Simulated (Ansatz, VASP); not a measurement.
This is a calculation of CsBr for VASP 6.6.1.

File INCAR:

```
ALGO     = Normal         # electronic algorithm
EDIFF    = 1E-7           # SCF threshold, eV
ENCUT    = 520            # plane-wave cutoff, eV
GGA      = PE             # functional
ISIF     = 2              # what is computed and relaxed
ISMEAR   = -1             # smearing method
LASPH    = T              # aspherical terms in the spheres
LCHARG   = F              # write CHGCAR
LREAL    = F              # projectors in reciprocal space
LWAVE    = F              # write WAVECAR
NBANDS   = 15             # bands
NELM     = 80             # most SCF steps
PREC     = Accurate       # precision mode
SIGMA    = 0.05           # smearing width, eV
```

The input KPOINTS:

```
k-points
0
Gamma
  6 6 6
```

File POSCAR:

```
CsBr
1.0
    4.3256222200      0.0000000000      0.0000000000
    0.0000000000      4.3256222200      0.0000000000
    0.0000000000      0.0000000000      4.3256222200
Cs Br
1 1
Direct
    0.0135410000     -0.0027520000      0.0011840000
    0.5073350000      0.4997890000      0.4971940000
```

Potentials or basis: VASP PAW PBE potentials, release 64 (Cs_sv, Br).

Launch:

```bash
$ cat potpaw_PBE.64/Cs_sv/POTCAR potpaw_PBE.64/Br/POTCAR > POTCAR
$ mpirun -np 1 vasp_std > vasp.out
```

**Question.** Set up the same calculation for Ansatz 0.2.0. Potentials there: Ansatz PAW.

**Answer.** As run (the cutoff follows the program's own potentials):

File input.yaml:

```yaml
crystal:
  lattice:
    - [4.32562222, 0.0, 0.0]
    - [0.0, 4.32562222, 0.0]
    - [0.0, 0.0, 4.32562222]
  atoms:
    - { symbol: Cs, position: [0.013541, -0.002752, 0.001184] }
    - { symbol: Br, position: [0.507335, 0.499789, 0.497194] }
hamiltonian:
  xc: pbe
  pseudopotentials: { kind: paw }
kpoints:
  mp_grid: { grid: [6, 6, 6] }
scf:
  occupations: { method: fermi_dirac, width: 0.05 }
output:
  forces: true
  stress: true
  eigenvalues: true
```

Potentials or basis: Ansatz PAW.

The run is started by

```bash
$ ansatz run input.yaml --threads 2 --pin off --max-ram 5120MiB --backend cpu --events-out ev --progress --plain --runs-dir out
```

Both were run:

|  | VASP | Ansatz | Ansatz less VASP |
| --- | --- | --- | --- |
| gap on the k mesh at the Fermi level (eV) | 4.41 | 4.42 | +0.013 |
| least direct gap on the mesh (eV) | 4.42 | 4.43 | +0.009 |
| pressure (GPa) | 0.7 | 0.6 | -0.04 |
| rms of the force components (eV/Å) | 0.015 | 0.015 | -0.0003 |

Atom by atom the forces differ by 0.000 eV/Å (rms over components). The functional is the same, so the differences come from potentials, cutoffs and numerics.

Caveats: spin-orbit coupling is left out, which moves the levels of the heavy elements.
